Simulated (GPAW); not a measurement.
Crystal: GaN.

```
CELL_PARAMETERS angstrom
3.18000 0.00000 0.00000
-1.59000 2.75396 0.00000
0.00000 0.00000 5.16600
ATOMIC_POSITIONS crystal
Ga 0.66667 0.33333 0.50000
Ga 0.33333 0.66667 0.00000
N 0.66667 0.33333 0.87500
N 0.33333 0.66667 0.37500
```

* Program: GPAW 26.7.0
* Task: relaxation of cell and atoms
* Functional: PW91
* Potentials or basis: PAW data sets generated in the run's folder for this functional
* Cutoff: 800 eV
* Basis: pw
* k mesh: 7 × 7 × 4
* Occupations: fermi-dirac, width 0.05 eV
* Spin: no spin polarisation

At the start: pressure 14.3 GPa; volume 11.31 Å³/atom.

Problem. Where does the relaxation end?

Solution. Over 6 steps the energy falls by 35.4 meV/atom and the volume is 12.08 Å³/atom (+6.8 %); space group P6_3mc (No. 186, to 0.05 Å).

Step by step:
| step | energy change (eV) | largest force (eV/Å) | pressure (GPa) | volume (Å³) |
| --- | --- | --- | --- | --- |
| 1 | 0.0000 | 0.1822 | 14.25 | 45.24 |
| 2 | -0.0431 | 0.0869 | 11.60 | 45.73 |
| 3 | -0.1378 | 0.1163 | 1.37 | 47.96 |
| 4 | -0.1407 | 0.0828 | 0.24 | 48.24 |
| 5 | -0.1415 | 0.0367 | -0.09 | 48.32 |
| 6 | -0.1416 | 0.0070 | -0.07 | 48.32 |

Final structure:
```cif
data_structure
_symmetry_space_group_name_H-M 'P 1'
_symmetry_Int_Tables_number 1
_cell_length_a 3.2492
_cell_length_b 3.2492
_cell_length_c 5.2849
_cell_angle_alpha 90.000
_cell_angle_beta 90.000
_cell_angle_gamma 120.000
_cell_volume 48.32
loop_
_atom_site_label
_atom_site_type_symbol
_atom_site_fract_x
_atom_site_fract_y
_atom_site_fract_z
_atom_site_occupancy
Ga1 Ga 0.66667 0.33333 0.49903 1
Ga2 Ga 0.33333 0.66667 0.99903 1
N1 N 0.66667 0.33333 0.87611 1
N2 N 0.33333 0.66667 0.37610 1
```

Caveat: the data sets keep Ga 3d, Li 1s and Be 1s frozen, and some such compounds lay over 1.5 % in volume off other programs; later steps reuse the first step's grids.
